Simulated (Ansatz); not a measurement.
Si:

```
Si
1.0
    -2.37137    2.37137    1.32927
     2.37137   -2.37137    1.32927
     2.37137    2.37137   -1.32927
Si
2
Direct
  0.50000 0.50000 0.00000
  0.25000 0.75000 0.50000
```

This isn't the form of Si at room conditions, which is diamond.

```yaml
Program: Ansatz 0.2.0
Task: relaxation of cell and atoms
Functional: HSE03
Potentials_or_basis: Ansatz PAW
Cutoff: "420 eV (not typed: the program's choice for these potentials)"
k_mesh: 6 × 6 × 6
Occupations: fermi-dirac, width 0.05 eV
Spin: no spin polarisation
```

At the start: volume 14.95 Å³/atom.

Problem. How do energy, volume and symmetry change on relaxing?

Solution. It ends after 7 steps and the volume is 15.02 Å³/atom (+0.5 %); space group I4_1/amd (No. 141, to 0.05 Å).

Step by step:
```csv
step,energy change (eV),largest force (eV/Å),volume (Å³)
1,0.0000,0.0000,29.90
2,-0.0432,0.0000,30.00
3,-0.0807,0.0000,30.26
4,-0.0922,0.0000,30.19
5,-0.0930,0.0000,30.07
6,-0.0930,0.0000,30.05
7,-0.0932,0.0000,30.05
```

Final structure:
```cif
data_structure
_symmetry_space_group_name_H-M 'P 1'
_symmetry_Int_Tables_number 1
_cell_length_a 3.6704
_cell_length_b 3.6704
_cell_length_c 3.6704
_cell_angle_alpha 96.829
_cell_angle_beta 96.829
_cell_angle_gamma 139.657
_cell_volume 30.05
loop_
_atom_site_label
_atom_site_type_symbol
_atom_site_fract_x
_atom_site_fract_y
_atom_site_fract_z
_atom_site_occupancy
Si1 Si 0.50000 0.50000 0.00000 1
Si2 Si 0.25000 0.75000 0.50000 1
```

Caveat: the k mesh is coarse (spacing up to 0.45 Å⁻¹), so the values aren't converged, least of all with exact exchange; the plane-wave basis is chosen anew once the cell has moved, so the energies of steps on either side of that aren't comparable; the PAW data sets come from PBE, with cores solved anew for the run's functional, which leaves a small shift of forces and pressure.
